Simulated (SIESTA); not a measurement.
WSe, a slab with vacuum:

```
W Se
1.0
     3.31794    0.00000    0.00000
    -1.65897    2.87342    0.00000
     0.00000    0.00000   31.65814
W Se
2 2
Direct
  0.00000 0.00000 0.23691
  0.00000 0.00000 0.76309
  0.33333 0.66667 0.28941
  0.33333 0.66667 0.71059
```

Base run:

| Property | Result |
| --- | --- |
| Program | SIESTA 5.4.2 |
| Functional | PBE |
| Potentials or basis | PseudoDojo 0.4 standard (PBE files) |
| Basis | SZP (energy shift 0.003 Ry) |
| Grid cutoff | 800 Ry |
| Energy shift | 0.003 Ry |
| k mesh | 9 × 9 × 1 |
| Occupations | fermi-dirac, width 0.05 eV |
| Spin | no spin polarisation |

Its results: band gap on the k mesh 0.31 eV, indirect (least direct gap 0.41 eV); largest force 1.184 eV/Å.

**Question.** After a change of settings the same cell gave: band gap on the k mesh 0.01 eV, indirect (least direct gap 0.64 eV); largest force 0.637 eV/Å. Which change was it?
A. basis from SZP (energy shift 0.003 Ry) to DZDP (energy shift 0.003 Ry; two zetas on semicore shells)
B. basis from SZP (energy shift 0.003 Ry) to DZ (energy shift 0.003 Ry; two zetas on semicore shells)
C. basis from SZP (energy shift 0.003 Ry) to TZDP (energy shift 0.003 Ry; two zetas on semicore shells)
D. basis from SZP (energy shift 0.003 Ry) to TZP (energy shift 0.003 Ry; two zetas on semicore shells)

**Answer.** B.

Caveats: spin-orbit coupling is left out, which moves the levels of the heavy elements; the basis of atomic orbitals isn't converged, which shifts pressures, moduli and gaps; the basis has no polarisation orbitals (some runs).
